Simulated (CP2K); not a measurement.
The system is GaP.

```xyz
4
Lattice="6.8110 0.0000 0.0000 5.7024 3.7245 0.0000 5.7024 1.6973 3.3153" Properties=species:S:1:pos:R:3 pbc="T T T"
Ga   10.2851    3.0613    1.8719
Ga    7.9306    2.3605    1.4434
P    17.1703    5.1107    3.1251
P     1.0454    0.3112    0.1903
```

Measurements of this composition are mostly on another form, of space group No. 216.

Base run:

```yaml
Program: CP2K 2026.2
Functional: PBE
Potentials_or_basis: POTENTIAL_UZH Ga GTH-PBE-q13, P GTH-PBE-q5; TZVP-MOLOPT-PBE-GTH basis
Density_cutoff: 9184 eV
k_mesh: 8 × 8 × 8
Occupations: fermi-dirac, width 0.05 eV
Spin: no spin polarisation
```

Its results: band gap on the k mesh 0.82 eV, indirect (least direct gap 1.13 eV); pressure 0.4 GPa; largest force 0.059 eV/Å.

Task: The run is repeated on the same cell with these changes: functional from PBE to rev-vdW-DF2. What comes out?

Result: Band gap on the k mesh 0.78 eV, indirect (least direct gap 1.04 eV); pressure -0.4 GPa; largest force 0.460 eV/Å.

Caveats: the basis of atomic orbitals isn't converged, which shifts pressures, moduli and gaps; the potentials were made for another functional, which shifts forces and pressure (some runs).

A k mesh can miss the band edges.
